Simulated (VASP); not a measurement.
# BN (P6_3mc) in VASP: further runs

The runs below take BN through single point, with r2SCAN.

All numbers are computed with VASP 6.6.1; they aren't measurements. Logs are shortened: lines on timing, memory, paths and dates and some standing lists are left out, and cuts for length are marked.

**1. Starting point**

It takes space group P6_3mc (No. 186, hexagonal). The conventional cell has a = 2.554 Å, b = 2.554 Å, c = 4.227 Å, α = 90.00°, β = 90.00°, γ = 120.00°. N (site symmetry 3m) has 4 B at 1.57 to 1.58 Å as nearest neighbours. B (site symmetry 3m) has 4 N at 1.57 to 1.58 Å as nearest neighbours.

Measurements of this composition are mostly on another form, of space group No. 194.

**2. Single point, r2SCAN**

File INCAR:

```
  ADDGRID = F
  ALGO = Normal
  EDIFF = 1E-6
  ENCUT = 500
  ISIF = 2
  ISMEAR = 0
  LASPH = T
  LCHARG = F
  LMIXTAU = T
  LREAL = F
  LWAVE = F
  METAGGA = R2SCAN
  NBANDS = 16
  NELM = 100
  PREC = Normal
  SIGMA = 0.05
```

File KPOINTS:

```
k-points
0
Gamma
  10 10 6
```

File POSCAR:

```
BN
1.0
    2.5539396017      0.0000000000      0.0000000000
   -1.2769698009      2.2117765748      0.0000000000
    0.0000000000      0.0000000000      4.2268550000
N B
2 2
Direct
    0.3333333333      0.6666666667      0.1252760000
    0.6666666667      0.3333333333      0.6252760000
    0.3333333333      0.6666666667      0.4997240000
    0.6666666667      0.3333333333      0.9997240000
```

Potentials or basis: VASP PAW PBE potentials, release 64 (N_s, B_s).

Command:

```bash
cat potpaw_PBE.64/N_s/POTCAR potpaw_PBE.64/B_s/POTCAR > POTCAR
mpirun -np 1 vasp_std > vasp.out
```

OUTCAR:

```text
EDIFF = 1E-6
   ENCUT = 500
   ISIF = 2
   ISMEAR = 0
   LASPH = T
   LREAL = F
   METAGGA = R2SCAN
   NELM = 100
   PREC = Normal

 Found     56 irreducible k-points:

 Following reciprocal coordinates:
            Coordinates               Weight
  0.000000  0.000000  0.000000      1.000000
  0.100000  0.000000  0.000000      6.000000
  0.200000  0.000000  0.000000      6.000000
  0.300000  0.000000  0.000000      6.000000
  0.400000  0.000000  0.000000      6.000000
  0.500000  0.000000  0.000000      3.000000
   k-points           NKPTS =     56   k-points in BZ     NKDIM =     56   number of bands    NBANDS=     16
   number of dos      NEDOS =    301   number of ions     NIONS =      4
   total plane-waves  NPLWV =   4704
   dimension x,y,z NGX =    14 NGY =   14 NGZ =   24
   dimension x,y,z NGXF=    28 NGYF=   28 NGZF=   48
   ions per type =               2   2
   NGX,Y,Z   is equivalent  to a cutoff of   9.11,  9.11,  9.44 a.u.
   NGXF,Y,Z  is equivalent  to a cutoff of  18.23, 18.23, 18.88 a.u.
 SYSTEM =  unknown system
   PREC   = normal    normal or accurate (medium, high low for compatibility)
   ISTART =      0    job   : 0-new  1-cont  2-samecut
   ICHARG =      2    charge: 1-file 2-atom 10-const
   ISPIN  =      1    spin polarized calculation?
   LNONCOLLINEAR =      F non collinear calculations
   LSORBIT =      F    spin-orbit coupling
   LASPH  =      T    aspherical Exc in radial PAW
   ENCUT  =  500.0 eV  36.75 Ry    6.06 a.u.   4.66  4.66  7.71*2*pi/ulx,y,z
   NELM   =    100;   NELMIN=  2; NELMDL= -5     # of ELM steps
   EDIFF  = 0.1E-05   stopping-criterion for ELM
   LREAL  =      F    real-space projection
   EDIFFG = 0.1E-04   stopping-criterion for IOM
   NSW    =      0    number of steps for IOM
   IBRION =     -1    ionic relax: 0-MD 1-quasi-New 2-CG
   NFREE  =      0    steps in history (QN), initial steepest desc. (CG)
   ISIF   =      2    stress and relaxation
   ISYM   =      2    0-nonsym 1-usesym 2-fastsym
   POTIM  = 0.5000    time-step for ionic-motion
   TEBEG  =    0.0;   TEEND  =   0.0 temperature during run
   PSTRESS=    0.0 pullay stress
   NELECT =      16.0000    total number of electrons
   NUPDOWN=      -1.0000    fix difference up-down
   EMIN   =  10.00;   EMAX   =-10.00  energy-range for DOS
   EFERMI =   0.00;   METHOD = LEGACY
   ISMEAR =     0;   SIGMA  =   0.05  broadening in eV -4-tet -1-fermi 0-gaus
   EFERMI_NEDOS =   21; number of points for ismear=-14 and -15
   IALGO  =     38    algorithm
   IMIX   =      4    mixing-type and parameters
     AMIX     =   0.40;   BMIX     =  1.00
     AMIX_MAG =   1.60;   BMIX_MAG =  1.00
  volume/ion in A,a.u.               =       5.97        40.28
  Fermi-wavevector in a.u.,A,eV,Ry     =   1.432600  2.707222 27.923836  2.052344
  Thomas-Fermi vector in A             =   2.552210
   LORBIT       =      0    0 simple, 1 ext, 2 COOP (PROOUT), +10 PAW based schemes
   METAGGA = R2SCAN    functional components
   LHFCALC =     F    Hartree Fock is set to
   AEXX    =    0.0000 exact exchange contribution
   IVDW    =     0    specifies the selected vdW correction
   LEPSILON=     F    determine dielectric tensor
   LRPA    =     F    only Hartree local field effects (RPA)
 non-spin polarized calculation
 Gauss-broadening in eV      SIGMA  =   0.05
  energy-cutoff  :      500.00
  volume of cell :       23.88
 maximum number of plane-waves:       622
   NGX =  9   NGY =  9   NGZ = 15

 number of electron      16.0000004 magnetization

 Free energy of the ion-electron system (eV)
  ---------------------------------------------------
  ext. energy  EPLUGINS =         0.00000000
  ---------------------------------------------------
  free energy    TOTEN  =       -38.15019134 eV

  energy without entropy =      -38.15019134  energy(sigma->0) =      -38.15019134

 E-fermi :   9.4131     XC(G=0): -13.5747

 val. band max:        9.1196789533   @ k =   0.0000   0.0000   0.0000
 cond. band min:      15.0506077546   @ k =   0.3000   0.3000   0.0000
 fundamental gap:      5.9309288014
 Fermi energy:         9.4130582033

 k-point     1 :       0.0000    0.0000    0.0000
  band No.  band energies     occupation
      1     -12.2574      2.00000
      2      -8.0663      2.00000
      3      -2.1342      2.00000
      4       6.9298      2.00000
      5       6.9298      2.00000
      6       8.8423      2.00000
[... 8 lines left out ...]
     15      21.7995      0.00000
     16      26.3608      0.00000

 k-point     2 :       0.1000    0.0000    0.0000
  band No.  band energies     occupation
      1     -12.0339      2.00000
      2      -7.8961      2.00000
      3      -1.9122      2.00000
      4       5.9174      2.00000
      5       6.5223      2.00000
      6       8.2723      2.00000
[... 8 lines left out ...]
     15      22.4606      0.00000
     16      25.9862      0.00000

 k-point     3 :       0.2000    0.0000    0.0000
  band No.  band energies     occupation
      1     -11.3748      2.00000
      2      -7.4231      2.00000
      3      -1.2591      2.00000
      4       3.6625      2.00000
      5       5.6418      2.00000
      6       6.3102      2.00000
[... 8 lines left out ...]
     15      24.0945      0.00000
     16      25.1735      0.00000

 k-point     4 :       0.3000    0.0000    0.0000
  band No.  band energies     occupation
      1     -10.3253      2.00000
      2      -6.8071      2.00000
      3      -0.2278      2.00000
      4       1.2807      2.00000
      5       4.0535      2.00000
      6       4.7730      2.00000
[... 8 lines left out ...]
     15      25.9433      0.00000
     16      26.0137      0.00000

 k-point     5 :       0.4000    0.0000    0.0000
  band No.  band energies     occupation
      1      -9.0222      2.00000
      2      -6.4968      2.00000
      3      -0.3504      2.00000
      4       0.9930      2.00000
      5       2.1016      2.00000
      6       4.1786      2.00000
[... 8 lines left out ...]
     15      26.1961      0.00000
     16      27.5320      0.00000

 k-point     6 :       0.5000    0.0000    0.0000
  band No.  band energies     occupation
      1      -8.1165      2.00000
      2      -6.7619      2.00000
      3      -0.7310      2.00000
      4       0.9971      2.00000
      5       1.9499      2.00000
      6       3.9703      2.00000
[... 8 lines left out ...]
     15      26.6446      0.00000
     16      28.1051      0.00000

 [... further k-points ...]
[... 5 lines left out ...]
  --------------------------------------------------------------------------------------
  -------------------------------------------------------------------------------------
  Total       -0.5278951     -0.5278951     -0.6170651      0.0000000      0.0000000      0.0000000
  in kB      -35.4232984    -35.4232984    -41.4068665      0.0000000      0.0000000      0.0000000
  external PRESSURE =     -37.4178211 kB  Pullay stress =       0.0000000 kB

 VOLUME and BASIS-vectors are now :
 -----------------------------------------------------------------------------
  energy-cutoff  :      500.00
  volume of cell :       23.88
      direct lattice vectors                 reciprocal lattice vectors
     2.553939602  0.000000000  0.000000000     0.391551938  0.226062617  0.000000000
    -1.276969801  2.211776575  0.000000000     0.000000000  0.452125233  0.000000000
     0.000000000  0.000000000  4.226855000     0.000000000  0.000000000  0.236582518

 POSITION                                       TOTAL-FORCE (eV/Angst)
 -----------------------------------------------------------------------------------
     -0.00000      1.47452      0.52952        -0.000000      0.000000     -0.020618
      1.27697      0.73726      2.64295        -0.000000      0.000000     -0.020618
     -0.00000      1.47452      2.11226        -0.000000     -0.000000      0.020618
      1.27697      0.73726      4.22569         0.000000      0.000000      0.020618
 -----------------------------------------------------------------------------------
    total drift:                                0.000002      0.000003      0.000259

  FREE ENERGIE OF THE ION-ELECTRON SYSTEM (eV)
  ---------------------------------------------------
  free  energy   TOTEN  =       -38.1501913376 eV

  energy  without entropy=      -38.1501913376  energy(sigma->0) =      -38.15019134
```

It took 42 s on 1 thread of Intel Xeon Platinum 8488C (Sapphire Rapids), shared host; peak memory 0.12 GiB.

These settings aren't checked as converged: the numbers below hold their error.

What came out:

```yaml
Free_energy: -38.1502 eV
Pressure: -3.7 GPa
Largest_force: 0.021 eV/Å
Band_gap_on_the_k_mesh: 5.93 eV, indirect (least direct gap 8.91 eV)
```

Caveat: the PAW data sets were made with another functional, which shifts forces and pressure a little.

**3. Single point, r2SCAN**

Edit INCAR of step 2 so:

```diff
@@ -9,3 +9,3 @@
   LMIXTAU = T
-  LREAL = F
+  LREAL = Auto
   LWAVE = F
@@ -14,3 +14,3 @@
   NELM = 100
-  PREC = Normal
+  PREC = Accurate
   SIGMA = 0.05
```

KPOINTS is that of step 2.

POSCAR is that of step 2.

Potentials or basis: VASP PAW PBE potentials, release 64 (N_s, B_s).

Command:

```bash
cat potpaw_PBE.64/N_s/POTCAR potpaw_PBE.64/B_s/POTCAR > POTCAR
mpirun -np 1 vasp_std > vasp.out
```

It took 1.7 min on 1 thread of Intel Xeon Platinum 8488C (Sapphire Rapids), shared host; peak memory 0.14 GiB.

These settings aren't checked as converged: the numbers below hold their error.

Results:

- Free energy: -38.1512 eV
- Pressure: -3.8 GPa
- Largest force: 0.020 eV/Å
- Band gap on the k mesh: 5.93 eV, indirect (least direct gap 8.91 eV)

Caveat: the PAW data sets were made with another functional, which shifts forces and pressure a little.

**4. Single point, r2SCAN**

Edit INCAR of step 3 so:

```diff
@@ -2,3 +2,3 @@
   ALGO = Normal
-  EDIFF = 1E-6
+  EDIFF = 1E-4
   ENCUT = 500
@@ -9,3 +9,3 @@
   LMIXTAU = T
-  LREAL = Auto
+  LREAL = F
   LWAVE = F
```

KPOINTS is that of step 3.

POSCAR is that of step 3.

Potentials or basis: VASP PAW PBE potentials, release 64 (N_s, B_s).

Command:

```bash
cat potpaw_PBE.64/N_s/POTCAR potpaw_PBE.64/B_s/POTCAR > POTCAR
mpirun -np 1 vasp_std > vasp.out
```

OUTCAR:

```text
EDIFF = 1E-4
   ENCUT = 500
   ISIF = 2
   ISMEAR = 0
   LASPH = T
   LREAL = F
   METAGGA = R2SCAN
   NELM = 100
   PREC = Accurate

 Found     56 irreducible k-points:

 Following reciprocal coordinates:
            Coordinates               Weight
  0.000000  0.000000  0.000000      1.000000
  0.100000  0.000000  0.000000      6.000000
  0.200000  0.000000  0.000000      6.000000
  0.300000  0.000000  0.000000      6.000000
  0.400000  0.000000  0.000000      6.000000
  0.500000  0.000000  0.000000      3.000000
   k-points           NKPTS =     56   k-points in BZ     NKDIM =     56   number of bands    NBANDS=     16
   number of dos      NEDOS =    301   number of ions     NIONS =      4
   total plane-waves  NPLWV =  12800
   dimension x,y,z NGX =    20 NGY =   20 NGZ =   32
   dimension x,y,z NGXF=    40 NGYF=   40 NGZF=   64
   ions per type =               2   2
   NGX,Y,Z   is equivalent  to a cutoff of  13.02, 13.02, 12.59 a.u.
   NGXF,Y,Z  is equivalent  to a cutoff of  26.04, 26.04, 25.17 a.u.
 SYSTEM =  unknown system
   PREC   = accura    normal or accurate (medium, high low for compatibility)
   ISTART =      0    job   : 0-new  1-cont  2-samecut
   ICHARG =      2    charge: 1-file 2-atom 10-const
   ISPIN  =      1    spin polarized calculation?
   LNONCOLLINEAR =      F non collinear calculations
   LSORBIT =      F    spin-orbit coupling
   LASPH  =      T    aspherical Exc in radial PAW
   ENCUT  =  500.0 eV  36.75 Ry    6.06 a.u.   4.66  4.66  7.71*2*pi/ulx,y,z
   NELM   =    100;   NELMIN=  2; NELMDL= -5     # of ELM steps
   EDIFF  = 0.1E-03   stopping-criterion for ELM
   LREAL  =      F    real-space projection
   EDIFFG = 0.1E-02   stopping-criterion for IOM
   NSW    =      0    number of steps for IOM
   IBRION =     -1    ionic relax: 0-MD 1-quasi-New 2-CG
   NFREE  =      0    steps in history (QN), initial steepest desc. (CG)
   ISIF   =      2    stress and relaxation
   ISYM   =      2    0-nonsym 1-usesym 2-fastsym
   POTIM  = 0.5000    time-step for ionic-motion
   TEBEG  =    0.0;   TEEND  =   0.0 temperature during run
   PSTRESS=    0.0 pullay stress
   NELECT =      16.0000    total number of electrons
   NUPDOWN=      -1.0000    fix difference up-down
   EMIN   =  10.00;   EMAX   =-10.00  energy-range for DOS
   EFERMI =   0.00;   METHOD = LEGACY
   ISMEAR =     0;   SIGMA  =   0.05  broadening in eV -4-tet -1-fermi 0-gaus
   EFERMI_NEDOS =   21; number of points for ismear=-14 and -15
   IALGO  =     38    algorithm
   IMIX   =      4    mixing-type and parameters
     AMIX     =   0.40;   BMIX     =  1.00
     AMIX_MAG =   1.60;   BMIX_MAG =  1.00
  volume/ion in A,a.u.               =       5.97        40.28
  Fermi-wavevector in a.u.,A,eV,Ry     =   1.432600  2.707222 27.923836  2.052344
  Thomas-Fermi vector in A             =   2.552210
   LORBIT       =      0    0 simple, 1 ext, 2 COOP (PROOUT), +10 PAW based schemes
   METAGGA = R2SCAN    functional components
   LHFCALC =     F    Hartree Fock is set to
   AEXX    =    0.0000 exact exchange contribution
   IVDW    =     0    specifies the selected vdW correction
   LEPSILON=     F    determine dielectric tensor
   LRPA    =     F    only Hartree local field effects (RPA)
 non-spin polarized calculation
 Gauss-broadening in eV      SIGMA  =   0.05
  energy-cutoff  :      500.00
  volume of cell :       23.88
 maximum number of plane-waves:       622
 NGX is ok and might be reduce to    20
   NGX =  9   NGY =  9   NGZ = 15

 number of electron      15.9999997 magnetization

 Free energy of the ion-electron system (eV)
  ---------------------------------------------------
  ext. energy  EPLUGINS =         0.00000000
  ---------------------------------------------------
  free energy    TOTEN  =       -38.15001501 eV

  energy without entropy =      -38.15001501  energy(sigma->0) =      -38.15001501

 E-fermi :   9.4081     XC(G=0): -13.5745

 val. band max:        9.1125285843   @ k =   0.0000   0.0000   0.0000
 cond. band min:      15.0467028633   @ k =   0.3000   0.3000   0.0000
 fundamental gap:      5.9341742790
 Fermi energy:         9.4081485533

 k-point     1 :       0.0000    0.0000    0.0000
  band No.  band energies     occupation
      1     -12.2590      2.00000
      2      -8.0699      2.00000
      3      -2.1366      2.00000
      4       6.9233      2.00000
      5       6.9233      2.00000
      6       8.8352      2.00000
[... 8 lines left out ...]
     15      21.7943      0.00000
     16      26.3520      0.00000

 k-point     2 :       0.1000    0.0000    0.0000
  band No.  band energies     occupation
      1     -12.0357      2.00000
      2      -7.8997      2.00000
      3      -1.9147      2.00000
      4       5.9115      2.00000
      5       6.5161      2.00000
      6       8.2655      2.00000
[... 8 lines left out ...]
     15      22.4549      0.00000
     16      25.9778      0.00000

 k-point     3 :       0.2000    0.0000    0.0000
  band No.  band energies     occupation
      1     -11.3768      2.00000
      2      -7.4270      2.00000
      3      -1.2619      2.00000
      4       3.6577      2.00000
      5       5.6362      2.00000
      6       6.3041      2.00000
[... 8 lines left out ...]
     15      24.0881      0.00000
     16      25.1667      0.00000

 k-point     4 :       0.3000    0.0000    0.0000
  band No.  band energies     occupation
      1     -10.3277      2.00000
      2      -6.8113      2.00000
      3      -0.2309      2.00000
      4       1.2769      2.00000
      5       4.0482      2.00000
      6       4.7678      2.00000
[... 8 lines left out ...]
     15      25.9358      0.00000
     16      26.0067      0.00000

 k-point     5 :       0.4000    0.0000    0.0000
  band No.  band energies     occupation
      1      -9.0252      2.00000
      2      -6.5012      2.00000
      3      -0.3536      2.00000
      4       0.9892      2.00000
      5       2.0973      2.00000
      6       4.1737      2.00000
[... 8 lines left out ...]
     15      26.1885      0.00000
     16      27.5244      0.00000

 k-point     6 :       0.5000    0.0000    0.0000
  band No.  band energies     occupation
      1      -8.1201      2.00000
      2      -6.7659      2.00000
      3      -0.7343      2.00000
      4       0.9930      2.00000
      5       1.9458      2.00000
      6       3.9655      2.00000
[... 8 lines left out ...]
     15      26.6373      0.00000
     16      28.0974      0.00000

 [... further k-points ...]
[... 5 lines left out ...]
  --------------------------------------------------------------------------------------
  -------------------------------------------------------------------------------------
  Total       -0.5367573     -0.5367573     -0.6253233      0.0000000      0.0000000      0.0000000
  in kB      -36.0179788    -36.0179788    -41.9610159      0.0000000      0.0000000      0.0000000
  external PRESSURE =     -37.9989912 kB  Pullay stress =       0.0000000 kB

 VOLUME and BASIS-vectors are now :
 -----------------------------------------------------------------------------
  energy-cutoff  :      500.00
  volume of cell :       23.88
      direct lattice vectors                 reciprocal lattice vectors
     2.553939602  0.000000000  0.000000000     0.391551938  0.226062617  0.000000000
    -1.276969801  2.211776575  0.000000000     0.000000000  0.452125233  0.000000000
     0.000000000  0.000000000  4.226855000     0.000000000  0.000000000  0.236582518

 POSITION                                       TOTAL-FORCE (eV/Angst)
 -----------------------------------------------------------------------------------
     -0.00000      1.47452      0.52952         0.000000      0.000000     -0.020415
      1.27697      0.73726      2.64295        -0.000000      0.000000     -0.020415
     -0.00000      1.47452      2.11226        -0.000000      0.000000      0.020415
      1.27697      0.73726      4.22569         0.000000      0.000000      0.020415
 -----------------------------------------------------------------------------------
    total drift:                               -0.000000      0.000000     -0.003539

  FREE ENERGIE OF THE ION-ELECTRON SYSTEM (eV)
  ---------------------------------------------------
  free  energy   TOTEN  =       -38.1500150090 eV

  energy  without entropy=      -38.1500150090  energy(sigma->0) =      -38.15001501
```

It took 75 s on 1 thread of Intel Xeon Platinum 8488C (Sapphire Rapids), shared host; peak memory 0.14 GiB.

The run converged, but some of its settings lie outside the range that counts as converged, so its numbers aren't taken as properties of the crystal.

What came out:

```
Free energy            : -38.1500 eV
Pressure               : -3.8 GPa
Largest force          : 0.020 eV/Å
Band gap on the k mesh : 5.93 eV, indirect (least direct gap 8.91 eV)
```

Caveat: the PAW data sets were made with another functional, which shifts forces and pressure a little.

(Continued in part 2 of 2.)
